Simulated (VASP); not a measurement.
Write the native input for VASP 6.6.1 that does the following.

```
Task                   : relaxation of cell and atoms
Functional             : PBE
Potentials or basis    : VASP PAW PBE potentials, release 64 (Mo)
Cutoff                 : 520 eV
k mesh                 : 18 × 18 × 18
Occupations            : gaussian, width 0.1 eV
Spin                   : no spin polarisation
Further INCAR settings : ALGO = Normal; EDIFF = 1e-07; IBRION = 2; EDIFFG = -0.002; NSW = 80; ISIF = 3
```

The structure of Mo lies in POSCAR:

```
Mo                                      
1.0
   -1.5751020561      1.5751020561      1.5751020561
    1.5751020561     -1.5751020561      1.5751020561
    1.5751020561      1.5751020561     -1.5751020561
  Mo            
     1
Direct
     0.0000000000000000    0.0000000000000000    0.0000000000000000
```

The input as run:

INCAR

```
SYSTEM = Mo
ALGO = Normal
EDIFF = 1E-7
EDIFFG = -0.002
ENCUT = 520
GGA = PE
IBRION = 2
ISIF = 3
ISMEAR = 0
LASPH = .TRUE.
LCHARG = .FALSE.
LREAL = .FALSE.
LWAVE = .FALSE.
NELM = 80
NSW = 80
PREC = Accurate
SIGMA = 0.1
```

KPOINTS

```
k-points
0
G
  18 18 18
  0 0 0
```

Potentials or basis: VASP PAW PBE potentials, release 64 (Mo).

Launch:

```console
$ cat potpaw_PBE.64/Mo/POTCAR > POTCAR
$ mpirun -np 1 vasp_std > vasp.out
```

Results of the run:

- Pressure after relaxing: 0.0 GPa
- Band gap on the k mesh: none (metal or under the smearing width)

Caveat: the relaxation stopped at its first step, so nothing moved.

Run time: 12 s on 1 thread of Intel(R) Xeon(R) Platinum 8488C (Sapphire Rapids), with other jobs on the host, peak memory 0.14 GiB.
